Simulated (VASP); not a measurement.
Write the native input for VASP 6.6.1 that does the following.

| Item | Value |
| --- | --- |
| Task | single point |
| Functional | LDA |
| Potentials or basis | VASP PAW LDA potentials, release 64 (Sb) |
| Cutoff | 520 eV |
| k mesh | 9 × 9 × 9 |
| Occupations | fermi-dirac, width 0.05 eV |
| Spin | no spin polarisation |
| Dipole correction | no |
| Further INCAR settings | ALGO = Fast; EDIFF = 1e-06; NBANDS = 8 |

The structure of Sb lies in POSCAR:

```
Sb
1.0
    0.0000000000      2.3050000000      2.3050000000
    2.3050000000      0.0000000000      2.3050000000
    2.3050000000      2.3050000000      0.0000000000
Sb
1
Direct
    0.0000000000      0.0000000000      0.0000000000
```

This isn't the form of Sb at room conditions, which is rhombohedral.

One way to write it, as run:

INCAR

```
SYSTEM = Sb
  ALGO = Fast
  EDIFF = 1E-6
  ENCUT = 520
  GGA = CA
  ISIF = 2
  ISMEAR = -1
  LASPH = .TRUE.
  LCHARG = .FALSE.
  LREAL = .FALSE.
  LWAVE = .FALSE.
  NBANDS = 8
  NELM = 60
  PREC = Accurate
  SIGMA = 0.05
```

KPOINTS

```
k-points
0
G
  9 9 9
  0 0 0
```

Potentials or basis: VASP PAW LDA potentials, release 64 (Sb).

Launch:

```sh
$ cat potpaw_LDA.64/Sb/POTCAR > POTCAR
$ mpirun -np 1 vasp_std > vasp.out
```

It gave:

The pressure is 4.2 GPa and the band gap on the k mesh is none (metal or under the smearing width).

Wall time 4.5 s on 1 thread of AMD EPYC 7R43 64-Core Processor (Zen 3) (shared host), peak memory 0.1 GiB.
